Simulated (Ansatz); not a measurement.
# ScAl₂: how the energy converges with the cutoff

ScAl₂, Fd-3m, a = 7.555 Å. The structure is a Materials Project entry; whether it is the stable form wasn't checked. Ansatz: PBEsol, PAW, cutoff varied, Γ-centred 8×8×8 mesh on 6 atoms, Gaussian smearing 0.10 eV; no spin polarisation. Single points at one geometry, the cutoff alone changed; ΔE is the energy at zero smearing over the run at 850 eV (runs within 0.3 meV/atom of it are left out). The runs up to 380 eV lie under the cutoff recommended for these PAW datasets.

```tsv
cutoff (eV)	ΔE (meV/atom)
150	5163.42
200	1009.25
250	194.37
300	36.44
350	5.70
380	2.00
420	?
460	0.32
```

Q: Assume ΔE falls exponentially with the cutoff, fit y = ln ΔE against x, the cutoff in eV, to the other rows, and predict the missing value.

A: y = 8.549, 6.917, 5.270, 3.596, 1.740, 0.693, -1.139. Means x = 298.6, y = 3.6609; Σ(Δx)² = 69486, ΣΔxΔy = -2241; the slope is their ratio. y = 13.29 − 0.03225 x, a factor of ten per 71 eV. At 420 eV this gives ΔE = 0.77 meV/atom. The run gave 0.61, a ratio of 1.26. Between neighbouring rows the decay runs from a factor of ten per 62 eV to one per 143 eV, so one exponential is only a rough guide. The fast fall gives way to a slow tail.